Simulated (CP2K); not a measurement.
Na under changes of volume

One of the cells (39.256 Å³/atom); the others are scaled copies at fixed shape and fractional positions:

```
CELL_PARAMETERS angstrom
3.70832 0.00000 0.00000
-1.23611 3.49624 0.00000
-1.23611 -1.74812 3.02783
ATOMIC_POSITIONS crystal
Na 0.00000 0.00000 0.00000
```

| Item | Value |
| --- | --- |
| Program | CP2K 2026.2 |
| Functional | r2SCAN |
| Potentials or basis | POTENTIAL_UZH Na GTH-SCAN-q9; TZVP-MOLOPT-SCAN-GTH basis |
| Density cutoff | 19048 eV |
| k mesh | 9 × 9 × 9 |
| Occupations | fermi-dirac, width 0.1 eV |
| Spin | no spin polarisation |

```csv
volume (Å³/atom),energy over the lowest point (meV/atom),pressure (GPa)
36.901,3.64,0.5
37.686,0.00,0.0
38.471,0.60,-0.2
39.256,?,?
40.041,3.94,-0.4
40.827,6.48,-0.6
41.612,9.53,-0.7
```

Q: What does the run at 39.256 Å³/atom give?

A: Energy over the lowest point 1.94 meV/atom; pressure -0.3 GPa.

Worked out: A Birch-Murnaghan fit of order 3 (a polynomial in V^(-2/3)) to the other rows has its minimum at 38.20 Å³/atom with B0 = V·E''(V) = 19.9 GPa (rough, since the energies scatter). It gives 1.53 meV/atom at 39.256 Å³/atom, against the run's 1.94, and -dE/dV = -0.4 GPa, against -0.3.

Energies are extrapolated to zero smearing.

Caveats: the basis of atomic orbitals isn't converged, which shifts pressures, moduli and gaps.
